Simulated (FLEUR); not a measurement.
Crystal: SnO2 (Cassiterite).

```xyz
6
Lattice="4.7380 0.0000 0.0000 0.0000 4.7380 0.0000 0.0000 0.0000 3.1865" Properties=species:S:1:pos:R:3 pbc="T T T"
Sn    2.3690    2.3690    1.5933
Sn    0.0000    0.0000    0.0000
O     3.8240    0.9140    1.5933
O     3.2830    3.2830    0.0000
O     0.9140    3.8240    1.5933
O     1.4550    1.4550    0.0000
```

Base run:

```yaml
Program: FLEUR MaX-R8.1 (later development tree)
Functional: PBEsol
Potentials_or_basis: all-electron
Basis: FLAPW
Kmax: 4.77 1/bohr
k_mesh: 6 × 6 × 8
Occupations: fermi-dirac, width 0.05 eV
Spin: no spin polarisation
```

Its results: band gap on the k mesh 1.18 eV, direct.

Q: The run is repeated on the same cell with these changes: functional from PBEsol to r2SCAN. What comes out?

A: Band gap on the k mesh 1.99 eV, direct.

r2SCAN gives the wider gap, since meta-GGAs in the generalised Kohn-Sham scheme recover part of the derivative discontinuity.

Caveats: spin-orbit coupling is left out, which moves the levels of the heavy elements; the meta-GGA is that of a development version, with a GGA for the radial functions and cores and without core tails (some runs).

Not every run made on this cell is shown here.
